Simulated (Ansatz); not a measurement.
## AgBr: deformation potentials from a series

```yaml
crystal:
  lattice:
    - [0.00000, 2.88605, 2.88605]
    - [2.88605, 0.00000, 2.88605]
    - [2.88605, 2.88605, 0.00000]
  atoms:
    - { symbol: Ag, position: [0.50000, 0.50000, 0.50000] }
    - { symbol: Br, position: [0.00000, 0.00000, 0.00000] }
```

Atom numbers follow the list: Ag1, Br2.

The cell is COD entry 9011682, as deposited and not checked against the literature; nothing was relaxed.

The calculation used DFT, PBE, all-electron LAPW, scalar-relativistic in Ansatz 0.2.0.

Numerical set-up: a Γ-centred 7×7×7 k mesh, Fermi–Dirac smearing of 0.03 eV, basis error target 0.5 meV/atom, no spin polarisation.

The cell is scaled evenly. Fractional coordinates are held (clamped ions).

The valence-band top of this crystal doesn't lie at Γ but 1.88 eV above the top filled level there.

Only quantities that a quadratic follows smoothly over the whole series are listed; rougher ones are left out.

```
ln(V/Vcell)  direct gap at Γ (eV)  smallest gap on mesh and path (eV)
    -0.0619                 2.772                               0.669
    -0.0202                 2.621                               0.672
     0.0000                 2.552                               0.677
     0.0100                 2.520                               0.680
     0.0392                 2.428                               0.691
     0.0583                 2.371                               0.699
```

Task: Fit the series and give the slopes at zero strain.

Result: Least-squares fits y = p0 + p1 x + p2 x² to the rows give direct gap at Γ (eV): p1 = -3.32, p2 = 3.6; smallest gap on mesh and path (eV): p1 = 0.262, p2 = 2.1. So dEg/dln V = -3.3 eV for the direct gap at Γ, which isn't the fundamental gap here: that one has dEg/dln V = 0.3 eV. Semilocal gaps are too small, but their slopes carry over better.

Task: One run, at ln(V/Vcell) = -0.0101, is withheld. Predict its row.

Result: The fits give 2.586, 0.675; the run gave 2.586, 0.674.
